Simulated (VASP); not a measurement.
# CdTe (F-43m) in VASP: notebook, part 2 of 2

VASP 6.6.1.

## 3. Single point, PBEsol (volume scaled by 0.96)

The input, INCAR:

```
SYSTEM = CdTe
PREC = Accurate
ENCUT = 520
EDIFF = 1E-6
ISMEAR = -1
SIGMA = 0.05
LREAL = .False.
LASPH = .True.
NELM = 100
ALGO = Normal
ISIF = 2
LWAVE = .False.
LCHARG = .False.
GGA = PS
NBANDS = 16
```

The input, KPOINTS:

```
Automatic mesh
0
Gamma
  7 7 7
  0 0 0
```

The input, POSCAR:

```
CdTe
1.0
    0.0000000000      3.1616838793      3.1616838793
    3.1616838793      0.0000000000      3.1616838793
    3.1616838793      3.1616838793      0.0000000000
Te Cd
1 1
Direct
    0.7500000000      0.7500000000      0.7500000000
    0.0000000000      0.0000000000      0.0000000000
```

Potentials or basis: VASP PAW PBE potentials, release 64 (Te, Cd).

Run with:

```console
> cat potpaw_PBE.64/Te/POTCAR potpaw_PBE.64/Cd/POTCAR > POTCAR
> mpirun -np 1 vasp_std > vasp.out
```

OUTCAR:

```text
SYSTEM = CdTe
   PREC = Accurate
   ENCUT = 520
   EDIFF = 1E-6
   ISMEAR = -1
   LREAL = .False.
   LASPH = .True.
   NELM = 100
   ISIF = 2
   GGA = PS

 ion  position               nearest neighbor table
   1  0.750  0.750  0.750-   2 2.74   2 2.74   2 2.74   2 2.74
   2  0.000  0.000  0.000-   1 2.74   1 2.74   1 2.74   1 2.74

  LATTYP: Found a face centered cubic cell.
 ALAT       =     6.3233677586

  Lattice vectors:

[... 559 lines left out ...]

------------------------ aborting loop because EDIFF is reached ----------------------------------------

  FORCE on cell =-STRESS in cart. coord.  units (eV):
  Direction    XX          YY          ZZ          XY          YZ          ZX
  --------------------------------------------------------------------------------------
  -------------------------------------------------------------------------------------
  Total        1.6157762      1.6157762      1.6157762     -0.0000000      0.0000000      0.0000000
  in kB       40.9549549     40.9549549     40.9549549     -0.0000000      0.0000000      0.0000000
  external PRESSURE =      40.9549549 kB  Pullay stress =       0.0000000 kB

 VOLUME and BASIS-vectors are now :
 -----------------------------------------------------------------------------
  energy-cutoff  :      520.00
  volume of cell :       63.21
      direct lattice vectors                 reciprocal lattice vectors
     0.000000000  3.161683879  3.161683879    -0.158143578  0.158143578  0.158143578
     3.161683879  0.000000000  3.161683879     0.158143578 -0.158143578  0.158143578
     3.161683879  3.161683879  0.000000000     0.158143578  0.158143578 -0.158143578

 POSITION                                       TOTAL-FORCE (eV/Angst)
 -----------------------------------------------------------------------------------
      4.74253      4.74253      4.74253        -0.000000     -0.000000     -0.000000
      0.00000      0.00000      0.00000         0.000000      0.000000      0.000000
 -----------------------------------------------------------------------------------
    total drift:                                0.000000      0.000000      0.000000

  FREE ENERGIE OF THE ION-ELECTRON SYSTEM (eV)
  ---------------------------------------------------
  free  energy   TOTEN  =        -5.4243850960 eV

  energy  without entropy=       -5.4243835684  energy(sigma->0) =       -5.42438433
```

OSZICAR:

```text
N       E                     dE             d eps       ncg     rms          rms(c)
DAV:   1     0.103426483317E+03    0.10343E+03   -0.85174E+03   648   0.993E+02
DAV:   2    -0.204124084483E+01   -0.10547E+03   -0.10036E+03   752   0.239E+02
DAV:   3    -0.564967582110E+01   -0.36084E+01   -0.36035E+01   760   0.464E+01
DAV:   4    -0.568214516701E+01   -0.32469E-01   -0.32467E-01   992   0.387E+00
DAV:   5    -0.568222568696E+01   -0.80520E-04   -0.80520E-04   808   0.170E-01    0.642E+00
DAV:   6    -0.544435870985E+01    0.23787E+00   -0.43667E-01   784   0.889E+00    0.518E+00
DAV:   7    -0.542529729208E+01    0.19061E-01   -0.11034E-01   768   0.226E+00    0.199E+00
DAV:   8    -0.542437649667E+01    0.92080E-03   -0.11374E-02   736   0.125E+00    0.530E-01
DAV:   9    -0.542434467737E+01    0.31819E-04   -0.73204E-04   776   0.311E-01    0.141E-01
DAV:  10    -0.542436782694E+01   -0.23150E-04   -0.10476E-04   760   0.918E-02    0.582E-02
DAV:  11    -0.542438759551E+01   -0.19769E-04   -0.46695E-05   744   0.492E-02    0.437E-02
DAV:  12    -0.542438539325E+01    0.22023E-05   -0.44224E-06   712   0.177E-02    0.217E-02
DAV:  13    -0.542438509598E+01    0.29727E-06   -0.74024E-07   608   0.417E-03
   1 F= -.54243851E+01 E0= -.54243843E+01  d E =-.152757E-05
```

Wall time 9.7 s (1 thread of Intel Xeon 6975P-C (Granite Rapids), shared host); peak memory 0.21 GiB.

Results:

| Property | Result |
| --- | --- |
| Free energy | -5.4244 eV |
| Pressure | 4.1 GPa |
| Band gap on the k mesh | 0.88 eV, direct |

Levels at points of the mesh, in eV from the valence-band top:
| k point | band 6 | band 7 | band 8 | band 9 | band 10 | band 11 | band 12 | band 13 |
| --- | --- | --- | --- | --- | --- | --- | --- | --- |
| (0.00, 0.00, 0.00) | -8.22 | 0.00 | 0.00 | 0.00 | 0.88 | 4.48 | 4.48 | 4.48 |

Caveat: the cell differs from its parent crystal (volume scaled by 0.96); the PAW data sets were made with another functional, which shifts forces and pressure a little; spin-orbit coupling is left out, which moves the levels of the heavy elements.

## 4. Single point, PBEsol (volume scaled by 0.98)

The input, INCAR:

```
ALGO = Normal
EDIFF = 1E-7
ENCUT = 520
GGA = PS
ISIF = 2
ISMEAR = -1
LASPH = True
LCHARG = False
LREAL = False
LWAVE = False
NBANDS = 16
NELM = 60
PREC = Accurate
SIGMA = 0.05
```

The input, KPOINTS:

```
k-points
0
Gamma
  7 7 7
```

The input, POSCAR:

```
CdTe
1.0
    0.0000000000      3.1834892848      3.1834892848
    3.1834892848      0.0000000000      3.1834892848
    3.1834892848      3.1834892848      0.0000000000
Te Cd
1 1
Direct
    0.7500000000      0.7500000000      0.7500000000
    0.0000000000      0.0000000000      0.0000000000
```

Potentials or basis: VASP PAW PBE potentials, release 64 (Te, Cd).

Run with:

```console
> cat potpaw_PBE.64/Te/POTCAR potpaw_PBE.64/Cd/POTCAR > POTCAR
> mpirun -np 1 vasp_std > vasp.out
```

OUTCAR:

```text
EDIFF = 1E-7
   ENCUT = 520
   GGA = PS
   ISIF = 2
   ISMEAR = -1
   LASPH = True
   LREAL = False
   NELM = 60
   PREC = Accurate

 ion  position               nearest neighbor table
   1  0.750  0.750  0.750-   2 2.76   2 2.76   2 2.76   2 2.76
   2  0.000  0.000  0.000-   1 2.76   1 2.76   1 2.76   1 2.76

  LATTYP: Found a face centered cubic cell.
 ALAT       =     6.3669785696

  Lattice vectors:

 A1 = (   0.0000000000,   3.1834892848,   3.1834892848)
 A2 = (   3.1834892848,   0.0000000000,   3.1834892848)
 A3 = (   3.1834892848,   3.1834892848,   0.0000000000)

Analysis of symmetry for initial positions (statically):
=====================================================================
 Subroutine PRICEL returns:
 Original cell was already a primitive cell.

 Routine SETGRP: Setting up the symmetry group for a
 face centered cubic supercell.

 Subroutine GETGRP returns: Found 24 space group operations
 (whereof 24 operations were pure point group operations)
 out of a pool of 48 trial point group operations.

The static configuration has the point symmetry T_d .

[... 152 lines left out ...]

  energy without entropy =       -5.45313763  energy(sigma->0) =       -5.45313899

 E-fermi :   3.1546     XC(G=0):  -9.0193

 val. band max:        2.7136311260   @ k =   0.0000   0.0000   0.0000
 cond. band min:       3.5351350477   @ k =   0.0000   0.0000   0.0000
 fundamental gap:      0.8215039216
 Fermi energy:         3.1545913237

 k-point     1 :       0.0000    0.0000    0.0000
  band No.  band energies     occupation
      1      -8.8209      2.00000
      2      -5.7469      2.00000
      3      -5.7469      2.00000
      4      -5.7469      2.00000
      5      -5.4399      2.00000
      6      -5.4399      2.00000
[... 357 lines left out ...]
      3      -5.5954      2.00000
      4      -5.4786      2.00000
      5      -5.4376      2.00000
      6      -4.8190      2.00000
[... 8 lines left out ...]
     15      12.9574      0.00000
     16      14.9055      0.00000

------------------------ aborting loop because EDIFF is reached ----------------------------------------

  FORCE on cell =-STRESS in cart. coord.  units (eV):
  Direction    XX          YY          ZZ          XY          YZ          ZX
  --------------------------------------------------------------------------------------
  -------------------------------------------------------------------------------------
  Total        1.1739970      1.1739970      1.1739970     -0.0000000      0.0000000      0.0000000
  in kB       29.1499227     29.1499227     29.1499227     -0.0000000      0.0000000      0.0000000
  external PRESSURE =      29.1499227 kB  Pullay stress =       0.0000000 kB

 VOLUME and BASIS-vectors are now :
 -----------------------------------------------------------------------------
  energy-cutoff  :      520.00
  volume of cell :       64.53
      direct lattice vectors                 reciprocal lattice vectors
     0.000000000  3.183489285  3.183489285    -0.157060368  0.157060368  0.157060368
     3.183489285  0.000000000  3.183489285     0.157060368 -0.157060368  0.157060368
     3.183489285  3.183489285  0.000000000     0.157060368  0.157060368 -0.157060368

 POSITION                                       TOTAL-FORCE (eV/Angst)
 -----------------------------------------------------------------------------------
      4.77523      4.77523      4.77523        -0.000000      0.000000     -0.000000
      0.00000      0.00000      0.00000         0.000000     -0.000000      0.000000
 -----------------------------------------------------------------------------------
    total drift:                                0.000000      0.000000      0.000000

  FREE ENERGIE OF THE ION-ELECTRON SYSTEM (eV)
  ---------------------------------------------------
  free  energy   TOTEN  =        -5.4531403468 eV

  energy  without entropy=       -5.4531376255  energy(sigma->0) =       -5.45313899
```

Run time: 11 s. Hardware: 1 thread of Intel Xeon 6975P-C (Granite Rapids), shared host; peak memory 0.2 GiB.

What came out:

| Quantity | Value |
| --- | --- |
| Free energy | -5.4531 eV |
| Pressure | 2.9 GPa |
| Band gap on the k mesh | 0.82 eV, direct |

Levels at points of the mesh, in eV from the valence-band top:
```csv
k point,band 6,band 7,band 8,band 9,band 10,band 11,band 12,band 13
"(0.00, 0.00, 0.00)",-8.15,0.00,0.00,0.00,0.82,4.50,4.50,4.50
```

Caveat: the cell differs from its parent crystal (volume scaled by 0.98); the PAW data sets were made with another functional, which shifts forces and pressure a little; spin-orbit coupling is left out, which moves the levels of the heavy elements.

## 5. Single point, PBEsol

This run uses another cell than the first one, of 32.92 Å³/atom, 1.064 times its volume.

The input, INCAR:

```
PREC     = Accurate       # precision mode
ENCUT    = 520            # plane-wave cutoff, eV
EDIFF    = 1E-7           # SCF threshold, eV
ISMEAR   = -1             # smearing method
SIGMA    = 0.05           # smearing width, eV
LREAL    = F              # projectors in reciprocal space
LASPH    = T              # aspherical terms in the spheres
NELM     = 60             # most SCF steps
ALGO     = Normal         # electronic algorithm
ISIF     = 2              # what is computed and relaxed
LWAVE    = F              # write WAVECAR
LCHARG   = F              # write CHGCAR
GGA      = PS             # functional
NBANDS   = 16             # bands
```

The input, KPOINTS:

```
regular mesh
0
Gamma
  7 7 7
```

The input, POSCAR:

```
CdTe
1.0
    0.0000000000      3.2050000000      3.2050000000
    3.2050000000      0.0000000000      3.2050000000
    3.2050000000      3.2050000000      0.0000000000
Te Cd
1 1
Direct
    0.7500000000      0.7500000000      0.7500000000
    0.0000000000      0.0000000000      0.0000000000
```

Run with:

```console
> cat potpaw_PBE.64/Te/POTCAR potpaw_PBE.64/Cd/POTCAR > POTCAR
> mpirun -np 1 vasp_std > vasp.out
```

It took 11 s on 1 thread of Intel Xeon 6975P-C (Granite Rapids), shared host; peak memory 0.21 GiB.

The run converged. Its results:

| Item | Value |
| --- | --- |
| Free energy | -5.4727 eV |
| Pressure | 1.9 GPa |
| Band gap on the k mesh | 0.76 eV, direct |

Levels at points of the mesh, in eV from the valence-band top:
```csv
k point,band 6,band 7,band 8,band 9,band 10,band 11,band 12,band 13
"(0.00, 0.00, 0.00)",-8.09,0.00,0.00,0.00,0.76,4.52,4.52,4.52
```

Caveat: the PAW data sets were made with another functional, which shifts forces and pressure a little; spin-orbit coupling is left out, which moves the levels of the heavy elements.

## 6. Overview

| cell | gap on the mesh (eV) | pressure (GPa) |
| --- | --- | --- |
| a = 4.440 Å, angles 60.0°, 2 atoms | 0.95 | 5.4 |
| a = 4.471 Å, angles 60.0°, 2 atoms | 0.88 | 4.1 |
| a = 4.502 Å, angles 60.0°, 2 atoms | 0.82 | 2.9 |
| a = 4.533 Å, angles 60.0°, 2 atoms | 0.76 | 1.9 |

Alike in all rows: task single point; level PBEsol; potentials or basis VASP PAW PBE potentials, release 64 (Te, Cd); no spin polarisation; k mesh 7 × 7 × 7; cutoff (eV) 520; smearing fermi-dirac 0.05 eV.

Caveats: the PAW data sets were made with another functional, which shifts forces and pressure a little; spin-orbit coupling is left out, which moves the levels of the heavy elements.

Absolute energies hang on the potentials; compare differences alone.

## 7. Comparison with measurements

Step 5. Measured gap of CdTe: 1.607 eV (0 K; a printed reference work, data compilation). This calculation gives 0.76 eV (-0.85 eV). Spin-orbit coupling on Cd, Te is left out. The value is that of PBEsol, without temperature or zero-point motion. Semilocal functionals fall short of measured gaps as a rule.
